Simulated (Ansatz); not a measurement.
## Which way does LiCl + KF ⇌ LiF + KCl run?

Plane-wave DFT in Ansatz with scalar-relativistic PAW potentials, cutoff 420 eV, Γ-centred meshes chosen by cell and gap, Gaussian smearing with energies taken to zero width. Every cell was relaxed (cell and atoms) in a run of its own, within the symmetry of its start. Functional: PBE.

Total energies hold large constants for each element; a whole number of eV per atom of each element is taken off below, which cancels in a balanced reaction.

```csv
compound,lowest structure computed,structures tried,V (Å³/atom),gap on mesh (eV),"E (eV per formula unit, common shift removed)"
LiCl,P6_3mc,6,20.98,5.94,-3.8856
KF,Fm-3m,4,19.91,5.96,-4.8030
LiF,P6_3mc,5,10.37,7.60,-5.1851
KCl,Fm-3m,5,32.43,5.05,-4.2261
```

Work out the reaction energy at 0 K.

ΔE = E(LiF) + E(KCl) − E(LiCl) − E(KF) = -0.723 eV, or -70 kJ per mole of reaction (-181 meV/atom). The right side is lower: Li takes F and K takes Cl. Pauling's electronegativities (K 0.82, Li 0.98; Cl 3.16, F 3.98) would pair K with F, the most ionic bond; the result goes the other way, so matching of sizes, lattice energies or covalent bonding outweigh it. The smaller cation ends with the smaller anion, the pairing that gives the greater sum of ionic lattice energies, which go as 1/(r₊ + r₋). All four are computed as solids; where they are solids at ordinary conditions entropy changes little. A lower structure that wasn't tried would shift the value, and mixed crystals may lie lower than either side. This functional puts LiCl lowest in P6_3mc, which isn't its usual phase at room temperature. This functional puts LiF lowest in P6_3mc, which isn't its usual phase at room temperature.